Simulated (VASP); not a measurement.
# Au (Fm-3m) in VASP: settings compared

The runs below take Au through relaxation of cell and atoms, with PBE, PBE+D3(BJ), PBEsol.

Program: VASP 6.6.1. These are calculated values, not measurements. Logs are shortened: lines on timing, memory, paths and dates and some standing lists are left out, and cuts for length are marked.

### 1 The structure

The structure is cubic, space group Fm-3m (No. 225). The conventional cell has a = 4.117 Å, b = 4.117 Å, c = 4.117 Å, α = 90.00°, β = 90.00°, γ = 90.00°. Au (site symmetry m-3m) has 12 Au at 2.91 Å as nearest neighbours.

### 2 Relaxation of cell and atoms, PBE

Input file INCAR:

```
SYSTEM = Au
ALGO = Normal
EDIFF = 1E-7
EDIFFG = -0.005
ENCUT = 600
GGA = PE
IBRION = 2
ISIF = 3
ISMEAR = 0
LASPH = .TRUE.
LCHARG = .FALSE.
LREAL = .FALSE.
LWAVE = .FALSE.
NELM = 60
NSW = 90
PREC = Accurate
SIGMA = 0.1
```

Input file KPOINTS:

```
k-points
0
G
  18 18 18
  0 0 0
```

Input file POSCAR:

```
Au
1.0
    0.0000000000      2.0585000000      2.0585000000
    2.0585000000      0.0000000000      2.0585000000
    2.0585000000      2.0585000000      0.0000000000
Au
1
Direct
    0.0000000000      0.0000000000      0.0000000000
```

Potentials or basis: VASP PAW PBE potentials, release 64 (Au).

The run is started by

```sh
cat potpaw_PBE.64/Au/POTCAR > POTCAR
mpirun -np 1 vasp_std > vasp.out
```

OUTCAR:

```text
SYSTEM = Au
   EDIFF = 1E-7
   EDIFFG = -0.005
   ENCUT = 600
   GGA = PE
   IBRION = 2
   ISIF = 3
   ISMEAR = 0
   LASPH = .TRUE.
   LREAL = .FALSE.
   NELM = 60
   NSW = 90
   PREC = Accurate

 ion  position               nearest neighbor table
   1  0.000  0.000  0.000-

  LATTYP: Found a face centered cubic cell.
 ALAT       =     4.1170000000

  Lattice vectors:

 A1 = (   0.0000000000,   2.0585000000,   2.0585000000)
 A2 = (   2.0585000000,   0.0000000000,   2.0585000000)
 A3 = (   2.0585000000,   2.0585000000,   0.0000000000)

Analysis of symmetry for initial positions (statically):
=====================================================================
 Subroutine PRICEL returns:
 Original cell was already a primitive cell.

 Routine SETGRP: Setting up the symmetry group for a
 face centered cubic supercell.

 Subroutine GETGRP returns: Found 48 space group operations
 (whereof 48 operations were pure point group operations)
 out of a pool of 48 trial point group operations.

The static configuration has the point symmetry O_h .

Analysis of symmetry for dynamics (positions and initial velocities):
=====================================================================
 Subroutine PRICEL returns:
 Original cell was already a primitive cell.

 Routine SETGRP: Setting up the symmetry group for a
 face centered cubic supercell.

 Subroutine GETGRP returns: Found 48 space group operations
 (whereof 48 operations were pure point group operations)
 out of a pool of 48 trial point group operations.

The dynamic configuration has the point symmetry O_h .

 Subroutine INISYM returns: Found 48 space group operations
 (whereof 48 operations are pure point group operations),
 and found     1 'primitive' translations

----------------------------------------------------------------------------------------

                                     Primitive cell

  volume of cell :      17.4455

  direct lattice vectors                    reciprocal lattice vectors
     0.000000000  2.058500000  2.058500000    -0.242895312  0.242895312  0.242895312
     2.058500000  0.000000000  2.058500000     0.242895312 -0.242895312  0.242895312
     2.058500000  2.058500000  0.000000000     0.242895312  0.242895312 -0.242895312

  length of vectors
     2.911158618  2.911158618  2.911158618     0.420707022  0.420707022  0.420707022

  position of ions in fractional coordinates (direct lattice)
     0.000000000  0.000000000  0.000000000

  ion indices of the primitive-cell ions
   primitive index   ion index
                 1           1

----------------------------------------------------------------------------------------

 KPOINTS: k-points

Automatic generation of k-mesh.
 Grid dimensions read from file:
 generate k-points for:   18   18   18

 Generating k-lattice:

  Cartesian coordinates                     Fractional coordinates (reciprocal lattice)
    -0.013494184  0.013494184  0.013494184     0.055555556  0.000000000  0.000000000
     0.013494184 -0.013494184  0.013494184     0.000000000  0.055555556  0.000000000
     0.013494184  0.013494184 -0.013494184     0.000000000  0.000000000  0.055555556

  Length of vectors
     0.023372612  0.023372612  0.023372612

  Shift w.r.t. Gamma in fractional coordinates (k-lattice)
     0.000000000  0.000000000  0.000000000

 Subroutine IBZKPT returns following result:
 ===========================================

 Found    195 irreducible k-points:

 Following reciprocal coordinates:
            Coordinates               Weight
  0.000000  0.000000  0.000000      1.000000
  0.055556  0.000000  0.000000      8.000000
  0.111111  0.000000  0.000000      8.000000
  0.166667  0.000000  0.000000      8.000000
  0.222222  0.000000  0.000000      8.000000
  0.277778  0.000000  0.000000      8.000000
[... 16 lines left out ...]
 -0.277778  0.055556  0.000000     24.000000
 -0.222222  0.055556  0.000000     24.000000
 [... further k-points ...]
   k-points           NKPTS =    195   k-points in BZ     NKDIM =    195   number of bands    NBANDS=      9
   number of dos      NEDOS =    301   number of ions     NIONS =      1
   total plane-waves  NPLWV =  13824
   dimension x,y,z NGX =    24 NGY =   24 NGZ =   24
   dimension x,y,z NGXF=    48 NGYF=   48 NGZF=   48
   ions per type =               1
   NGX,Y,Z   is equivalent  to a cutoff of  13.71, 13.71, 13.71 a.u.
   NGXF,Y,Z  is equivalent  to a cutoff of  27.41, 27.41, 27.41 a.u.
 SYSTEM =  Au
   PREC   = accura    normal or accurate (medium, high low for compatibility)
   ISTART =      0    job   : 0-new  1-cont  2-samecut
   ICHARG =      2    charge: 1-file 2-atom 10-const
   ISPIN  =      1    spin polarized calculation?
   LNONCOLLINEAR =      F non collinear calculations
   LSORBIT =      F    spin-orbit coupling
   LASPH  =      T    aspherical Exc in radial PAW
   ENCUT  =  600.0 eV  44.10 Ry    6.64 a.u.   5.81  5.81  5.81*2*pi/ulx,y,z
   NELM   =     60;   NELMIN=  2; NELMDL= -5     # of ELM steps
   EDIFF  = 0.1E-06   stopping-criterion for ELM
   LREAL  =      F    real-space projection
   EDIFFG = -.5E-02   stopping-criterion for IOM
   NSW    =     90    number of steps for IOM
   IBRION =      2    ionic relax: 0-MD 1-quasi-New 2-CG
   NFREE  =      1    steps in history (QN), initial steepest desc. (CG)
   ISIF   =      3    stress and relaxation
   ISYM   =      2    0-nonsym 1-usesym 2-fastsym
   POTIM  = 0.5000    time-step for ionic-motion
   TEBEG  =    0.0;   TEEND  =   0.0 temperature during run
   PSTRESS=    0.0 pullay stress
   NELECT =      11.0000    total number of electrons
   NUPDOWN=      -1.0000    fix difference up-down
   EMIN   =  10.00;   EMAX   =-10.00  energy-range for DOS
   EFERMI =   0.00;   METHOD = LEGACY
   ISMEAR =     0;   SIGMA  =   0.10  broadening in eV -4-tet -1-fermi 0-gaus
   EFERMI_NEDOS =   21; number of points for ismear=-14 and -15
   IALGO  =     38    algorithm
   IMIX   =      4    mixing-type and parameters
     AMIX     =   0.40;   BMIX     =  1.00
     AMIX_MAG =   1.60;   BMIX_MAG =  1.00
  volume/ion in A,a.u.               =      17.45       117.73
  Fermi-wavevector in a.u.,A,eV,Ry     =   1.403820  2.652836 26.813157  1.970711
  Thomas-Fermi vector in A             =   2.526444
   LORBIT       =      0    0 simple, 1 ext, 2 COOP (PROOUT), +10 PAW based schemes
   GGA     = PE    functional components
   LHFCALC =     F    Hartree Fock is set to
   AEXX    =    0.0000 exact exchange contribution
   IVDW    =     0    specifies the selected vdW correction
   LEPSILON=     F    determine dielectric tensor
   LRPA    =     F    only Hartree local field effects (RPA)
 conjugate gradient relaxation of ions
 non-spin polarized calculation
 Gauss-broadening in eV      SIGMA  =   0.10
  energy-cutoff  :      600.00
  volume of cell :       17.45
 maximum number of plane-waves:       594
   NGX = 11   NGY = 11   NGZ = 11

--------------------------------------- Ionic step        1  -------------------------------------------

 number of electron      11.0000001 magnetization

 Free energy of the ion-electron system (eV)
  ---------------------------------------------------
  ext. energy  EPLUGINS =         0.00000000
  ---------------------------------------------------
  free energy    TOTEN  =        -3.21551496 eV

  energy without entropy =       -3.21420182  energy(sigma->0) =       -3.21485839

------------------------ aborting loop because EDIFF is reached ----------------------------------------

  FORCE on cell =-STRESS in cart. coord.  units (eV):
  Direction    XX          YY          ZZ          XY          YZ          ZX
  --------------------------------------------------------------------------------------
  -------------------------------------------------------------------------------------
  Total        0.4778591      0.4778591      0.4778591      0.0000000      0.0000000     -0.0000000
  in kB       43.8861818     43.8861818     43.8861818      0.0000000      0.0000000     -0.0000000
  external PRESSURE =      43.8861818 kB  Pullay stress =       0.0000000 kB
[... 55 lines left out ...]
  energy  without entropy=       -3.2088667802  energy(sigma->0) =       -3.20949194

--------------------------------------- Ionic step        3  -------------------------------------------

 number of electron      11.0000002 magnetization

 Free energy of the ion-electron system (eV)
  ---------------------------------------------------
  ext. energy  EPLUGINS =         0.00000000
  ---------------------------------------------------
  free energy    TOTEN  =        -3.22216769 eV

  energy without entropy =       -3.22089961  energy(sigma->0) =       -3.22153365

 E-fermi :   8.5819     XC(G=0): -12.4066

 val. band max:        8.5669368961   @ k =   0.5000   0.2778   0.1111
 cond. band min:       8.6103923140   @ k =   0.5000   0.1667   0.0556
 fundamental gap:      0.0434554179
 Fermi energy:         8.5819478834

 k-point     1 :       0.0000    0.0000    0.0000
  band No.  band energies     occupation
      1      -0.6876      2.00000
      2       4.2076      2.00000
      3       4.2076      2.00000
      4       4.2076      2.00000
      5       5.5885      2.00000
      6       5.5885      2.00000
      7      23.2098      0.00000
      8      26.9094      0.00000
      9      26.9094      0.00000
[... 265 lines left out ...]
 k-point    24 :      -0.2222    0.0556    0.0000
  band No.  band energies     occupation
      1       1.0348      2.00000
      2       3.9776      2.00000
      3       4.4908      2.00000
      4       4.5231      2.00000
      5       5.5090      2.00000
      6       5.9479      2.00000
      7      19.8703      0.00000
      8      24.1234      0.00000
      9      26.6584      0.00000

 [... further k-points ...]

------------------------ aborting loop because EDIFF is reached ----------------------------------------

  FORCE on cell =-STRESS in cart. coord.  units (eV):
  Direction    XX          YY          ZZ          XY          YZ          ZX
  --------------------------------------------------------------------------------------
  -------------------------------------------------------------------------------------
  Total       -0.0035610     -0.0035610     -0.0035610      0.0000000      0.0000000      0.0000000
  in kB       -0.3177932     -0.3177932     -0.3177932      0.0000000      0.0000000      0.0000000
  external PRESSURE =      -0.3177932 kB  Pullay stress =       0.0000000 kB
[... 16 lines left out ...]
  FREE ENERGIE OF THE ION-ELECTRON SYSTEM (eV)
  ---------------------------------------------------
  free  energy   TOTEN  =        -3.2221676858 eV

  energy  without entropy=       -3.2208996057  energy(sigma->0) =       -3.22153365

 reached required accuracy - stopping structural energy minimisation
```

Wall time 21 s (1 thread of Intel Xeon 6975P-C (Granite Rapids), shared host); peak memory 0.18 GiB.

Results:

* Free energy: -3.2222 eV
* Relaxed volume: 17.95 Å³/atom
* Relaxed cell: a = 2.939 Å, b = 2.939 Å, c = 2.939 Å, α = 60.00°, β = 60.00°, γ = 60.00°
* Space group after relaxing (to 0.05 Å): Fm-3m (No. 225)
* Energy gained by relaxing: 6.7 meV/atom
* Ionic steps: 3
* Pressure after relaxing: 0.0 GPa
* Band gap on the k mesh: none (metal or under the smearing width)

Step by step:
```
step  energy change (eV)  largest force (eV/Å)  pressure (GPa)  volume (Å³)
   1              0.0000                0.0000            4.39        17.45
   2              0.0054                0.0000           -5.04        18.68
   3             -0.0067                0.0000           -0.03        17.95
```

Final structure:
```
Au
1.0
     0.00000    2.07827    2.07827
     2.07827    0.00000    2.07827
     2.07827    2.07827    0.00000
Au
1
Cartesian
  0.0000 0.0000 0.0000
```

Levels at points of the mesh, in eV from the Fermi level:
```csv
k point,band 2,band 3,band 4,band 5,band 6,band 7,band 8,band 9
"(0.00, 0.00, 0.00)",-4.37,-4.37,-4.37,-2.99,-2.99,14.63,18.33,18.33
"(0.50, 0.00, 0.00)",-4.41,-4.41,-1.90,-1.90,-0.67,2.85,14.07,16.78
"(0.50, 0.50, 0.00)",-6.26,-1.94,-1.61,-1.61,1.21,5.41,9.91,9.91
```

[end of part 1 of 2]
